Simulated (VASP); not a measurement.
Runs of VASP 6.6.1 on PbS (Galena). The structure is cubic, space group Fm-3m (No. 225). Conventional cell: a = 5.931 Å, b = 5.931 Å, c = 5.931 Å, α = 90.00°, β = 90.00°, γ = 90.00°. Around Pb (site symmetry m-3m) lie 6 S at 2.97 Å. Around S (site symmetry m-3m) lie 6 Pb at 2.97 Å. 

```tsv
task	level	smearing	gap on the mesh (eV)	pressure (GPa)
band structure	revTPSS	fermi-dirac 0.05 eV	0.32	1.1
band structure	MS2	fermi-dirac 0.05 eV	0.43	(b)
single point	PBE	gaussian 0.012 eV	0.36	2.1
band structure	TPSS	fermi-dirac 0.05 eV	0.36	(a)
```

Alike in all rows: potentials or basis VASP PAW PBE potentials, release 64 (Pb_d, S); no spin polarisation; cell as given; k mesh 8 × 8 × 8; cutoff (eV) 520.

Question: Fill in the values left out.

Answer: (a) 1.7; (b) 0.4.

Caveats: spin-orbit coupling is left out, which as a rule narrows the gap of such compounds by several tenths of an eV; the PAW data sets were made with another functional, which shifts forces and pressure a little (some runs).

A k mesh can miss the band edges, and the runs leave out spin-orbit coupling on Pb.
